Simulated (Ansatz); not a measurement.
Input and command of a plane-wave DFT calculation in Ansatz:

```yaml
crystal:
  lattice:
    - [2.7669447521, 0.0, 0.0]
    - [-1.3834723761, 2.3962444462, 0.0]
    - [0.0, 0.0, 18.5821834125]
  atoms:
    - { symbol: Pd, position: [0.0, 0.0, 0.0] }
    - { symbol: Pd, position: [0.3333333333, 0.6666666667, 0.125] }
    - { symbol: Pd, position: [0.0, 0.0, 0.25] }
    - { symbol: Pd, position: [0.3333333333, 0.6666666667, 0.375] }
    - { symbol: Pd, position: [0.0, 0.0, 0.5] }
    - { symbol: Pd, position: [0.6666666667, 0.3333333333, 0.625] }
    - { symbol: Pd, position: [0.3333333333, 0.6666666667, 0.75] }
    - { symbol: Pd, position: [0.6666666667, 0.3333333333, 0.875] }
basis:
  ecutwfc: 420
kpoints:
  mp_grid: { grid: [18, 18, 3] }
hamiltonian:
  xc: pbe
scf:
  occupations: { method: gaussian, width: 0.1 }
output:
  forces: true
  stress: true
  eigenvalues: true
  populations: true
  write_density: true
  write_potential: true
  elf: true
  volumetric_format: npy
relax:
  adjacent_minimum: "off"
  f_tol: 0.01
  max_steps: 45
  cell: { stress_tol: 0.05 }
```

```bash
ansatz run input.yaml --threads 1 --pin off --max-ram 2560MiB --backend cpu --events-out ev --progress --plain --runs-dir out
```

Processor: Intel(R) Xeon(R) Platinum 8488C (Sapphire Rapids), 1 thread, on a host shared with other jobs.

**Question.** How long does it run, and how much memory does it take?

**Answer.** About 4.6 min on 1 thread of Intel(R) Xeon(R) Platinum 8488C (Sapphire Rapids), with other jobs on the host, peak memory 0.84 GiB. It solves 87 bands at 74 k points (the mesh reduced by the symmetry that the task leaves, which can be less than the crystal's) with about 2425 plane waves (on the last cell), in 37 SCF iterations over 5 ionic steps.
